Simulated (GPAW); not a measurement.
# MoS2 (P6_3/mmc) in GPAW: single point with PBE

Aim: the single point of MoS2 with PBE.

Everything below comes from runs of GPAW 26.7.0. Logs are shortened: lines on timing, memory, paths and dates and some standing lists are left out, and cuts for length are marked. The log counts tension as positive stress, the text compression.

**Experimental background.**

From “Multiwavelength excitation Raman Scattering Analysis of bulk and 2 dimensional MoS2: Vibrational properties of atomically thin MoS2 layers”, 2015, arxiv:1506.03228, for a bulk crystal of MoS2 at 300 K: band gap 1.3 eV (indirect).

How close the calculation comes is told below.

**1. Starting point**

It takes space group P6_3/mmc (No. 194, hexagonal). The conventional cell has a = 3.169 Å, b = 3.169 Å, c = 12.324 Å, α = 90.00°, β = 90.00°, γ = 120.00°. Mo (site symmetry -6m2) is surrounded by 6 S at 2.41 Å. Around S (site symmetry 3m) lie 3 Mo at 2.41 Å.

**2. Single point, PBE**

run.py reads:

```python
from ase import Atoms
from ase.dft.bandgap import bandgap
from ase.io import write
from ase.units import GPa
from gpaw import GPAW, PW

atoms = Atoms(['Mo', 'Mo', 'S', 'S', 'S', 'S'],
              cell=[[3.169, 0.0, 0.0],
                    [-1.5845, 2.7444345046, 0.0],
                    [0.0, 0.0, 12.324]],
              scaled_positions=[[0.6666666667, 0.3333333333, 0.75],
                                [0.3333333333, 0.6666666667, 0.25],
                                [0.6666666667, 0.3333333333, 0.377],
                                [0.3333333333, 0.6666666667, 0.877],
                                [0.6666666667, 0.3333333333, 0.123],
                                [0.3333333333, 0.6666666667, 0.623]],
              pbc=True)

calc = GPAW(mode=PW(450),
            xc='PBE',
            kpts={'size': (8, 8, 2), 'gamma': True},
            occupations={'name': 'fermi-dirac', 'width': 0.05},
            nbands=46,
            maxiter=120,
            txt='gpaw.txt')
atoms.calc = calc
energy = atoms.get_potential_energy()
forces = atoms.get_forces()
stress = atoms.get_stress()
calc.write('gs.gpw')
write('result.traj', atoms)
print(f'Energy: {energy:.6f} eV')
print('Forces (eV/A):')
print(forces.round(4))
print('Stress (GPa):', (stress / GPa).round(3))
print('Fermi level:', round(calc.get_fermi_level(), 4), 'eV')
print(f'Gap: {bandgap(calc)[0]:.4f} eV, direct: {bandgap(calc, direct=True)[0]:.4f} eV')
```

Potentials or basis: GPAW PAW data sets (gpaw-data 1.2.1), pw.

Command:

```console
OMP_NUM_THREADS=1 python run.py
```

gpaw.txt:

```text
__  _  _
 | _ |_)|_||  |
 |__||  | ||/\| - 26.7.0

Input parameters:
  mode=PW(ecut=450.00000000000006),
  kpts=MonkhorstPack(size=(8, 8, 2), gamma=True),
  maxiter=120,
  nbands=46,
  occupations=Occupations(name='fermi-dirac', width=0.05),
  xc=XC(name='PBE')

Diagonalizing LCAO Hamiltonian
Converting LCAO to pw mode

        S

           Mo
        S

           S
        Mo

           S

Atoms  # Å, Bohr magnetons
|   | symbol |         x |        y |         z |    initial magnetic moments |
|---|--------|-----------|----------|-----------|-----------------------------|
| 0 |     Mo |  1.584500 | 0.914812 |  9.243000 | ( 0.0000,  0.0000,  0.0000) |
| 1 |     Mo | -0.000000 | 1.829623 |  3.081000 | ( 0.0000,  0.0000,  0.0000) |
| 2 |      S |  1.584500 | 0.914812 |  4.646148 | ( 0.0000,  0.0000,  0.0000) |
| 3 |      S | -0.000000 | 1.829623 | 10.808148 | ( 0.0000,  0.0000,  0.0000) |
| 4 |      S |  1.584500 | 0.914812 |  1.515852 | ( 0.0000,  0.0000,  0.0000) |
| 5 |      S | -0.000000 | 1.829623 |  7.677852 | ( 0.0000,  0.0000,  0.0000) |

Unit cell  # Å
| periodic |         x |        y |         z |   lengths |     angles |
|----------|-----------|----------|-----------|-----------|------------|
|      yes |  3.169000 | 0.000000 |  0.000000 |  3.169000 |  90.000000 |
|      yes | -1.584500 | 2.744435 |  0.000000 |  3.169000 |  90.000000 |
|      yes |  0.000000 | 0.000000 | 12.324000 | 12.324000 | 120.000000 |

Number of symmetries: 12
Symmetry operations  # r_c * U_cc + t_c -> r_c
|    | kind |            matrix            |
|----|------|------------------------------|
|  0 |  σ   |  1, 1, 0,  0,-1, 0,  0, 0, 1 |
|  1 |  S6  |  1, 1, 0, -1, 0, 0,  0, 0,-1 |
|  2 |  E   |  1, 0, 0,  0, 1, 0,  0, 0, 1 |
|  3 |  C2  |  1, 0, 0, -1,-1, 0,  0, 0,-1 |
|  4 |  C2  |  0, 1, 0,  1, 0, 0,  0, 0,-1 |
|  5 |  C3  |  0, 1, 0, -1,-1, 0,  0, 0, 1 |
|  6 |  S6  |  0,-1, 0,  1, 1, 0,  0, 0,-1 |
|  7 |  σ   |  0,-1, 0, -1, 0, 0,  0, 0, 1 |
|  8 |  σ   | -1, 0, 0,  1, 1, 0,  0, 0, 1 |
|  9 |  i   | -1, 0, 0,  0,-1, 0,  0, 0,-1 |
| 10 |  C3  | -1,-1, 0,  1, 0, 0,  0, 0, 1 |
| 11 |  C2  | -1,-1, 0,  0, 1, 0,  0, 0,-1 |

BZ-sampling:
  Number of BZ points: 128
  Number of IBZ points: 20

  Monkhorst-Pack size: [8, 8, 2]
  Monkhorst-Pack shift: [0.0625, 0.0625, 0.25]

K-points  # in reciprocal-cell coordinates
|     |                                coordinates |     weight |
|-----|--------------------------------------------|------------|
|   0 | (  0.00000000,   0.00000000,   0.00000000) | 0.00781250 |
|   1 | (  0.00000000,   0.00000000,   0.50000000) | 0.00781250 |
|   2 | (  0.12500000,   0.00000000,   0.00000000) | 0.04687500 |
|   3 | (  0.12500000,   0.00000000,   0.50000000) | 0.04687500 |
|   4 | (  0.25000000,  -0.12500000,   0.00000000) | 0.04687500 |
|   5 | (  0.25000000,  -0.12500000,   0.50000000) | 0.04687500 |
|   6 | (  0.25000000,   0.00000000,   0.00000000) | 0.04687500 |
|   7 | (  0.25000000,   0.00000000,   0.50000000) | 0.04687500 |
|   8 | (  0.37500000,  -0.12500000,   0.00000000) | 0.09375000 |
|   9 | (  0.37500000,  -0.12500000,   0.50000000) | 0.09375000 |
| ... |                                            |            |
|  19 | (  0.50000000,   0.50000000,   0.50000000) | 0.02343750 |

Plane wave coefficients: 2382
Cutoff: 450.00000000000006 eV

Spin-components: 1 (collinear spins)
Bands:           46
Projectors:      32
Spin-degeneracy: 2
Datatype:        complex128

Parallelization:
  kpt:    1
  domain: 1
  band:   1

Density:
  Valence electrons: 52.0
  Components: 1
  Grid points: [16 16 63]
  Charge: 0.0  # |e|

Potential:
  Grid points: [16 16 63]

species:
  Mo:
    name:    Molybdenum
    Z:       42.0
    valence: 14
    core:    28
    charge:  0.0  # [|e|]
    compensation charges:
      type: gauss
      rc: 0.38  # [Å]
      lmax: 2
    cutoffs:
      filter: 2.16  # [Å]
      core: 1.42  # [Å]
    projectors
    | kind |    occ | energy [eV] | rcut [Å] |
    |------|--------|-------------|----------|
    |   4s |  2.000 |     -64.307 |    1.238 |
    |   5s |  1.000 |      -4.084 |    1.238 |
    |   4p |  6.000 |     -38.491 |    1.296 |
    |   5p |  0.000 |      -1.044 |    1.296 |
    |   4d |  5.000 |      -3.754 |    1.296 |
    |    d |        |      23.458 |    1.296 |

    Using partial waves for Mo as LCAO basis

  S:
    name:    Sulfur
    Z:       16.0
    valence: 6
    core:    10
    charge:  0.0  # [|e|]
    compensation charges:
      type: gauss
      rc: 0.24  # [Å]
      lmax: 2
    cutoffs:
      filter: 1.77  # [Å]
      core: 1.66  # [Å]
    projectors
    | kind |    occ | energy [eV] | rcut [Å] |
    |------|--------|-------------|----------|
    |   3s |  2.000 |     -17.254 |    0.974 |
    |   3p |  4.000 |      -7.008 |    0.979 |
    |    s |        |       9.957 |    0.974 |
    |    p |        |      20.203 |    0.979 |
    |    d |        |       0.000 |    0.900 |

    Using partial waves for S as LCAO basis

Reference energy: -263698.624853  # eV

eigensolver:
  PPCG
  Converge bands: occupied
  niter=2

density mixing:
  MSR1-Mixer
  Pratt-step length: 0.05
  Maximum mixing coefficient: 0.75
  Old densities: 10
  SVD Regularization: 0.005
  Good broyden scale: 1.0
  Trust region scale: 1.0
  Backstep threshold: 4.0
  History deletion threshold: 6.0
  Fourier metric: weight=20.0, sigma=0.015

occupation numbers:
  Fermi-Dirac:
    width: 0.0500  # eV

poisson solver:
  ecut: 3600.0000000000005  # eV

xc functional:
  name: PBE with 2 nearest neighbor stencil

convergence criteria:
- Maximum [total energy] change in last 3 cyles: 0.0005 eV / valence electron
- Maximum integral of absolute [dens]ity change: 0.0001 electrons / valence electron
- Maximum integral of absolute [eigenst]ate change: 4e-08 eV^2 / valence electron
maximum number of iterations: 120

SCF iterations
|iter     | |      energy | eigst |  dens |
|---------|-|-------------|-------|-------|
|iter:   1| |  -47.141017 | +0.50 |       |
|iter:   2| |  -46.287031 | -1.16 | -0.98 |
|iter:   3| |  -44.237378 | -1.13 | -1.05 |
|iter:   4| |  -44.121732 | -1.97 | -1.46 |
|iter:   5| |  -44.123695 | -2.58 | -1.77 |
|iter:   6| |  -44.116751c| -3.08 | -2.04 |
|iter:   7| |  -44.111566c| -4.05 | -2.53 |
|iter:   8| |  -44.111467c| -5.31 | -3.06 |
|iter:   9| |  -44.111477c| -6.23 | -3.56 |
|iter:  10| |  -44.111477c| -7.59c| -4.39c|

Converged in 10 steps
Energy contributions relative to reference atoms: (reference = -263698.624853)

Energy contributions:
  Kinetic:          -1.049345
  Coulomb:         -11.100268
  Zero:             -0.353014
  External:          0.000000
  Xc:              -31.608847
  Entropy:          -0.000004
  Spinorbit:         0.000000
  ----------------------------
  Free energy:     -44.111479
  Extrapolated:    -44.111477

dipole moment: (0.000001, 0.000002, 0.000007)  # |e|*Ang

Fermi level: 8.592
Eigenvalues  # (at kpt = [0.000, 0.000, 0.000])
| band index |      eig [eV] | occ [0-2] |
|------------|---------------|-----------|
|          0 |       -53.401 |     2.000 |
|        ... |               |           |
|         18 |         4.937 |     2.000 |
|         19 |         6.019 |     2.000 |
|         20 |         6.019 |     2.000 |
|         21 |         6.065 |     2.000 |
|         22 |         6.065 |     2.000 |
|         23 |         6.993 |     2.000 |
|         24 |         7.029 |     2.000 |
|         25 |         8.169 |     2.000 |
|         26 |        10.263 |     0.000 |
|         27 |        10.263 |     0.000 |
|         28 |        10.292 |     0.000 |
|         29 |        10.292 |     0.000 |
|         30 |        10.429 |     0.000 |
|         31 |        10.429 |     0.000 |
|         32 |        10.600 |     0.000 |
|         33 |        10.600 |     0.000 |
|        ... |               |           |
|         45 |        20.564 |     0.000 |

Gap: 0.973 eV
Transition (v -> c):
  (s=0, k=0, n=25, [0.00, 0.00, 0.00]) -> (s=0, k=8, n=26, [0.38, -0.12, 0.00])
Direct/indirect transitions are different
Direct gap: 1.911 eV
Transition at: (s=0, k=12, n=25, [0.38, 0.38, 0.00])

Forces  # eV/Ang
|        x |        y |        z |
|----------|----------|----------|
|  0.00000 |  0.00000 | -0.00037 |  # Mo   0
| -0.00000 |  0.00000 |  0.00037 |  # Mo   1
|  0.00000 |  0.00000 | -0.05663 |  # S    2
|  0.00000 |  0.00000 | -0.05509 |  # S    3
| -0.00000 |  0.00000 |  0.05509 |  # S    4
|  0.00000 | -0.00000 |  0.05663 |  # S    5

Stress tensor  # eV/Ang^3
|         x |         y |         z |
|-----------|-----------|-----------|
| -0.010089 |  0.000000 |  0.000000 |
|  0.000000 | -0.010089 | -0.000000 |
|  0.000000 |  0.000000 | -0.012876 |

# Writing to gs.gpw (mode='')
```

It took 67 s on 1 thread of Intel Xeon at 2.50GHz (Skylake/Cascade Lake), shared host; peak memory 0.2 GiB.

What came out:

```yaml
Free_energy: -44.1115 eV
Pressure: 1.8 GPa
Largest_force: 0.057 eV/Å
Band_gap_on_the_k_mesh: 0.97 eV, indirect (least direct gap 1.91 eV)
```

Forces in eV/Å, atoms in the order of the input:
```
Mo   0.000  0.000  0.000
Mo   0.000  0.000  0.000
S    0.000  0.000 -0.057
S    0.000  0.000 -0.055
S    0.000  0.000  0.055
S    0.000  0.000  0.057
```

Levels at points of the mesh, in eV from the valence-band top:
```
           k point  band 22  band 23  band 24  band 25  band 26  band 27  band 28  band 29  band 30  band 31
(0.00, 0.00, 0.00)    -2.10    -2.10    -1.18    -1.14     0.00     2.09     2.09     2.12     2.12     2.26
(0.00, 0.00, 0.50)    -2.13    -2.13    -2.13    -0.26    -0.26     2.10     2.10     2.10     2.10     2.35
(0.50, 0.50, 0.00)    -2.46    -1.72    -1.52    -1.39    -1.27     1.57     1.62     1.97     2.23     2.83
(0.50, 0.50, 0.50)    -2.60    -1.62    -1.62    -1.32    -1.32     1.59     1.59     2.11     2.11     3.20
```

Caveat: the cutoff is short for stress and forces, so pressures can be off by a GPa or more; this functional lacks dispersion, which binds the layers, so the pressure and a relaxed spacing across them are unreliable.

**3. Against experiment**

Step 2. Against the measured gap of MoS2, 1.3 eV (indirect; 300 K; “Multiwavelength excitation Raman Scattering Analysis of bulk and 2 dimensional MoS2: Vibrational properties of atomically thin MoS2 layers”, 2015, arxiv:1506.03228), the calculated 0.97 eV is off by -0.33 eV. Spin-orbit coupling on Mo is left out. The value is that of PBE on a finite k mesh, which can miss the band edges, without temperature or zero-point motion. Semilocal functionals fall short of measured gaps as a rule.
